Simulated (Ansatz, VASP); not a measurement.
Two plane-wave programs on InSb3

```
In Sb
1.0
     0.00000    3.71274    3.71274
     3.71274    0.00000    3.71274
     3.71274    3.71274    0.00000
In Sb
1 3
Direct
  0.00000 0.00000 0.00000
  0.25000 0.25000 0.25000
  0.75000 0.75000 0.75000
  0.50000 0.50000 0.50000
```

Alike in both runs: task single point; functional PBE; k mesh 10 × 10 × 10; occupations gaussian, width 0.1 eV; no spin polarisation.

|  | VASP | Ansatz |
| --- | --- | --- |
| version | VASP 6.6.1 | Ansatz 0.2.0 |
| potentials or method | VASP PAW PBE potentials, release 64 (In_d, Sb) | scalar-relativistic, plane waves, PAW |
| plane-wave cutoff (eV) | 520 | 420 |
| valence electrons in the cell | 28 | 58 |

```csv
,VASP,Ansatz,Ansatz less VASP
gap on the k mesh at the Fermi level (eV),none,none,-
pressure (GPa),3.8,3.9,+0.09
```

A gap of «none» marks a metal or a gap that the smearing closes. With one functional, cell and mesh, what is left measures potentials, basis and numerics. The two sets of potentials don't hold the same shells in valence.

The runs have no spin-orbit coupling, so splittings on Sb are missing.
